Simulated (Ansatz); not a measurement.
In, hcp: geometry optimisation

All numbers below come from Ansatz, DFT, revPBE, plane waves (420 eV) with PAW, scalar-relativistic. (PAW data from PBE, frozen cores regenerated.)

k-point mesh 11×11×6, Fermi-Dirac smearing 0.1 eV, no spin polarisation. Cell and atoms relax.

Starting structure:

```yaml
crystal:
  lattice:
    - [3.3313943041, 0.0, 0.0]
    - [-1.665697152, 2.8850720974, 0.0]
    - [0.0, 0.0, 5.4401668986]
  atoms:
    - { symbol: In, position: [0.3333333333, 0.6666666667, 0.25] }
    - { symbol: In, position: [0.6666666667, 0.3333333333, 0.75] }
hamiltonian:
  xc: revpbe
  pseudopotentials:
    kind: paw
    azcp:
      In: "pseudopotentials/In.paw.azcp"
basis:
  ecutwfc: 420
  fft_grid_basis: typed
kpoints:
  mp_grid: { grid: [11, 11, 6], shift: [0, 0, 0] }
magnetization:
  spin_polarized: false
scf:
  occupations: { method: fermi_dirac, width: 0.1 }
relax:
  max_steps: 60
  f_tol: 0.01
  cell: {}
output:
  write_density: true
  write_potential: true
  elf: true
  volumetric_format: npy
```

Task: The pressure at the start is 3.5 GPa. By how much does the volume change?

Result: From 26.14 to 28.65 Å³ per atom, 9.6 %. The final cell has a = 3.441 Å, c = 5.586 Å (c/a = 1.623).

Task: How much energy does the relaxation gain?

Result: 24.4 meV per atom.

Path of the relaxation (the plane waves are chosen anew near the end, which can shift the energy a little):

```tsv
step	E − E(final) (meV/atom)	V (Å³/atom)	P (GPa)	max force (eV/Å)
0	24.42	26.144	3.46	0.000
1	0.89	28.334	0.33	0.000
2	0.63	28.587	0.06	0.000
3	0.63	28.645	0.00	0.000
4	0.00	28.645	-0.02	0.000
```
